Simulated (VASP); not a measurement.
Wanted: the native input for a VASP 6.6.1 run.

| Property | Result |
| --- | --- |
| Task | relaxation of cell and atoms |
| Functional | PBE |
| Potentials or basis | VASP PAW PBE potentials, release 64 (Co, O) |
| Cutoff | 520 eV |
| k mesh | 12 × 12 × 12 |
| Occupations | gaussian, width 0.02 eV |
| Spin | no spin polarisation |
| Further INCAR settings | ALGO = Normal; EDIFF = 1e-07; IBRION = 2; EDIFFG = -0.002; NSW = 80; ISIF = 3 |

The structure of CoO lies in POSCAR:

```
CoO                                     
1.0
    0.0000000000      2.0499417604      2.0499417604
    2.0499417604     -0.0000000000      2.0499417604
    2.0499417604      2.0499417604      0.0000000000
  Co              O             
     1     1
Direct
     0.0000000000000000    0.0000000000000000    0.0000000000000000
     0.5000000000000000    0.5000000000000000    0.5000000000000000
```

The input as run:

INCAR

```
SYSTEM = CoO
PREC = Accurate ; ENCUT = 520
EDIFF = 1E-7 ; ISMEAR = 0
SIGMA = 0.02 ; LREAL = .False.
LASPH = .True. ; NELM = 60
ALGO = Normal ; ISIF = 3
LWAVE = .False. ; LCHARG = .False.
GGA = PE ; IBRION = 2
NSW = 80 ; EDIFFG = -0.002
```

KPOINTS

```
Automatic mesh
0
Gamma
  12 12 12
  0 0 0
```

Potentials or basis: VASP PAW PBE potentials, release 64 (Co, O).

Run with:

```bash
$ cat potpaw_PBE.64/Co/POTCAR potpaw_PBE.64/O/POTCAR > POTCAR
$ mpirun -np 1 vasp_std > vasp.out
```

Results of the run:

| Quantity | Value |
| --- | --- |
| Relaxed volume | 8.62 Å³/atom |
| Relaxed cell | a = 2.899 Å, b = 2.899 Å, c = 2.899 Å, α = 60.00°, β = 60.00°, γ = 60.00° |
| Space group after relaxing (to 0.05 Å) | Fm-3m (No. 225) |
| Energy gained by relaxing | 0.0 meV/atom |
| Ionic steps | 2 |
| Pressure after relaxing | 0.0 GPa |
| Band gap on the k mesh | none (metal or under the smearing width) |

Caveat: an odd number of electrons without spin polarisation forces a metal; a magnetic or distorted state may lie lower; the run has no spin polarisation, though such a crystal can be magnetic; semilocal functionals often make such compounds metallic where correlation or magnetic order opens a gap, which also shifts bond lengths.

It took 13 s on 1 thread of Intel(R) Xeon(R) Platinum 8488C (Sapphire Rapids) (shared host), peak memory 0.14 GiB.
